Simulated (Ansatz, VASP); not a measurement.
This is a calculation of Pt for Ansatz 0.2.0. 

The input input.yaml:

```yaml
crystal:
  lattice:
    - [0.0, 1.9609, 1.9609]
    - [1.9609, 0.0, 1.9609]
    - [1.9609, 1.9609, 0.0]
  atoms:
    - { symbol: Pt, position: [0.0, 0.0, 0.0] }
kpoints:
  mp_grid: { grid: [12, 12, 12] }
scf:
  occupations: { method: fermi_dirac, width: 0.05 }
hamiltonian:
  xc: blyp
  dispersion: d3bj
  pseudopotentials: { kind: all_electron, lapw: { basis_error: 0.001 } }
output:
  forces: true
  stress: true
relax:
  f_tol: 0.02
  max_steps: 60
  cell: {}
```

Potentials or basis: all-electron LAPW, scalar-relativistic.

Command:

```console
$ ansatz run input.yaml --threads 1 --pin off --max-ram 3072MiB --backend cpu --events-out ev --progress --plain --runs-dir out
```

Problem. Translate it to VASP 6.6.1. Potentials or basis there: PBE PAW files Pt, 600 eV.

Solution. As run (cutoffs and basis follow the program's own potentials, and thresholds, step limits or extra output files can differ):

INCAR

```
  AGGAC = 1.0
  AGGAX = 1.0
  ALDAC = 0.0
  ALDAX = 1.0
  ALGO = Normal
  EDIFF = 1E-7
  EDIFFG = -0.005
  ENCUT = 600
  GGA = B5
  IBRION = 2
  ISIF = 3
  ISMEAR = -1
  IVDW = 12
  LASPH = True
  LCHARG = False
  LREAL = False
  LWAVE = False
  NELM = 60
  NSW = 60
  PREC = Accurate
  SIGMA = 0.05
  VDW_A1 = 0.4298
  VDW_A2 = 4.2359
  VDW_S6 = 1.0
  VDW_S8 = 2.6996
```

The input KPOINTS:

```
k-points
0
Gamma
  12 12 12
```

File POSCAR:

```
Pt
1.0
    0.0000000000      1.9609000000      1.9609000000
    1.9609000000      0.0000000000      1.9609000000
    1.9609000000      1.9609000000      0.0000000000
Pt
1
Direct
    0.0000000000      0.0000000000      0.0000000000
```

Potentials or basis: VASP PAW PBE potentials, release 64 (Pt).

Command:

```bash
$ cat potpaw_PBE.64/Pt/POTCAR > POTCAR
$ mpirun -np 1 vasp_std > vasp.out
```

Both were run:

|  | Ansatz | VASP |
| --- | --- | --- |
| Relaxed volume | 15.37 Å³/atom | 15.46 Å³/atom |
| Relaxed cell | a = 2.791 Å, b = 2.791 Å, c = 2.791 Å, α = 60.00°, β = 60.00°, γ = 60.00° | a = 2.796 Å, b = 2.796 Å, c = 2.796 Å, α = 60.00°, β = 60.00°, γ = 60.00° |
| Space group after relaxing | Fm-3m (No. 225) | Fm-3m (No. 225) |
| Pressure after relaxing | 0.0 GPa | 0.0 GPa |

VASP's potentials were made for PBE.

Where Ansatz's input types no cutoff or centring, it takes its own default and a Γ-centred mesh.

Pressure is positive in compression.
